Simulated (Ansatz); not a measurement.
# CeO2 (Fm-3m, relaxed from a CdCl2 start): equation of state and elastic constants

An exercise on one series of results from a longer session: the logs are not shown, and one member is left open.

Computed with Ansatz 0.2.0 (DFT PBE, scalar-relativistic, plane waves, PAW, unless a step's input says otherwise).

2 further runs of the same task are left out: 2 that didn't finish. Runs told in other sessions of the task aren't counted.

**Starting point**

It takes space group Fm-3m (No. 225, cubic). The conventional cell has a = 5.464 Å, b = 5.464 Å, c = 5.464 Å, α = 90.00°, β = 90.00°, γ = 90.00°. Ce (site symmetry m-3m) has 8 O at 2.37 Å in its first shell of neighbours. O (site symmetry -43m) is surrounded by 4 Ce at 2.37 Å.

Coordinates:

```cif
data_structure
_symmetry_space_group_name_H-M 'P 1'
_symmetry_Int_Tables_number 1
_cell_length_a 3.8642
_cell_length_b 3.8642
_cell_length_c 3.8642
_cell_angle_alpha 59.983
_cell_angle_beta 59.983
_cell_angle_gamma 59.983
_cell_volume 40.79
loop_
_atom_site_label
_atom_site_type_symbol
_atom_site_fract_x
_atom_site_fract_y
_atom_site_fract_z
_atom_site_occupancy
Ce1 Ce 0.00000 0.00000 0.00000 1
O1 O 0.24999 0.24999 0.24999 1
O2 O 0.75001 0.75001 0.75001 1
```

This cell comes from an earlier session at PBE: 13.595 Å³/atom at 0.01 GPa, on a 10×10×10 mesh.

Volume factors to run: 0.980, 1.020, 0.960, 1.040, 1.070, 1.100, 0.945.

Set-up of the first run:

input.yaml reads:

```yaml
crystal:
  lattice:
    - [1.918660142, 1.1077389494, 3.1343685217]
    - [-1.918660142, 1.1077389494, 3.1343685217]
    - [0.0, -2.215477899, 3.1343685216]
  atoms:
    - { symbol: Ce, position: [0.0, 0.0, 0.0] }
    - { symbol: O, position: [0.2499945096, 0.2499945096, 0.2499945096] }
    - { symbol: O, position: [0.7500054904, 0.7500054904, 0.7500054904] }
basis:
  ecutwfc: 420
  ecutrho_ratio: 4
kpoints:
  mp_grid: { grid: [10, 10, 10] }
hamiltonian:
  xc: pbe
scf:
  occupations: { method: gaussian, width: 0.05 }
output:
  forces: true
  stress: true
  eigenvalues: true
relax:
  f_tol: 0.01
  max_steps: 40
  cell: { stress_tol: 0.1, fix: [volume] }
```

Launch:

```sh
> ansatz run input.yaml --threads 2 --pin off --max-ram 2662MiB --backend cpu --events-out ev --progress --plain --runs-dir out
```

Among the steps run: Scaling the volume by 0.980; Volume × 1.020; At 0.960 of the relaxed volume; Scaling the volume by 1.040; Scaling the volume by 1.070; Volume × 1.100; Scaling the volume by 0.945.

One of the session's tables, all rows but one given; the rest of the session is left out.

It belongs to the step «The fit». 

| volume (Å³/atom) | energy (meV/atom) | pressure (GPa) | gap (eV) |
| --- | --- | --- | --- |
| 12.848 | 24.78 | 11.17 | 2.09 |
| 13.052 | ? | ? | ? |
| 13.323 | 3.09 | 3.69 | 1.98 |
| 13.595 | 0.00 | 0.01 | 1.92 |
| 13.867 | 2.86 | -3.29 | 1.86 |
| 14.139 | 10.95 | -6.24 | 1.80 |
| 14.547 | 31.91 | -10.11 | 1.72 |
| 14.955 | 61.89 | -13.38 | 1.64 |

Estimate the missing values for volume (Å³/atom) = 13.052.

Worked estimate for «energy (meV/atom)». A straight line through the neighbours (12.848, 24.78) and (13.323, 3.09) gives 24.78 + (3.09 − 24.78) × (13.052 − 12.848) / (13.323 − 12.848) = 15.46; a parabola fitted to 3 rows on both sides gives 12.93.

**Answer.** energy (meV/atom): 12.75; pressure (GPa): 7.79; gap (eV): 2.04. In «energy (meV/atom)» the line misses by +2.71 and the parabola by +0.18.
